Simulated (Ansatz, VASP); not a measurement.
# ZrB2: VASP beside Ansatz

Contents of INCAR:

```
PREC     = Accurate       # precision mode
ENCUT    = 520            # plane-wave cutoff, eV
EDIFF    = 1E-7           # SCF threshold, eV
ISMEAR   = 0              # smearing method
SIGMA    = 0.1            # smearing width, eV
LREAL    = F              # projectors in reciprocal space
LASPH    = T              # aspherical terms in the spheres
NELM     = 60             # most SCF steps
ALGO     = Normal         # electronic algorithm
ISIF     = 2              # what is computed and relaxed
LWAVE    = F              # write WAVECAR
LCHARG   = F              # write CHGCAR
GGA      = PE             # functional
IVDW     = 12             # dispersion correction
NBANDS   = 16             # bands
```

The input KPOINTS:

```
regular mesh
0
Gamma
  6 6 6
```

File POSCAR:

```
ZrB2
1.0
    3.1675245800      0.0000000000      0.0000000000
   -1.5837622900      2.7431569100      0.0000000000
    0.0000000000      0.0000000000      3.5523879500
Zr B
1 2
Direct
    0.0000000000      0.0000000000      0.0000000000
    0.3333333400      0.6666666900      0.5000000000
    0.6666666900      0.3333333400      0.5000000000
```

Input for Ansatz:

```yaml
crystal:
  lattice:
    - [3.16752458, 0.0, 0.0]
    - [-1.58376229, 2.74315691, 0.0]
    - [0.0, 0.0, 3.55238795]
  atoms:
    - { symbol: Zr, position: [0.0, 0.0, 0.0] }
    - { symbol: B, position: [0.33333334, 0.66666669, 0.5] }
    - { symbol: B, position: [0.66666669, 0.33333334, 0.5] }
basis:
  ecutwfc: 420
kpoints:
  mp_grid: { grid: [6, 6, 6] }
hamiltonian:
  xc: pbe
  dispersion: d3bj
scf:
  occupations: { method: gaussian, width: 0.1 }
  lower_state_search: "off"
output:
  forces: true
  stress: true
  eigenvalues: true
```

Alike in both runs: task single point; functional PBE; dispersion D3(BJ); k mesh 6 × 6 × 6; occupations gaussian, width 0.1 eV; no spin polarisation.

```csv
,VASP,Ansatz
version,VASP 6.6.1,Ansatz 0.2.0
potentials or method,"VASP PAW PBE potentials, release 64 (Zr_sv, B)","scalar-relativistic, plane waves, PAW"
plane-wave cutoff (eV),520,420
valence electrons in the cell,18,18
```

|  | VASP | Ansatz | Ansatz less VASP |
| --- | --- | --- | --- |
| gap on the k mesh at the Fermi level (eV) | none | none | - |
| pressure (GPa) | -5.9 | -6.0 | -0.14 |
| largest component of the traceless stress (GPa) | 1.74 | 1.78 | +0.042 |

A gap of «none» marks a metal or a gap that the smearing closes. The functional is the same, so the differences come from potentials, cutoffs and numerics. Ansatz warned: «structure_snapped_to_symmetry».

Caveats: the k mesh is coarse (spacing up to 0.38 Å⁻¹), so the values aren't converged; pairwise dispersion overbinds metals, which lowers pressure and volume.
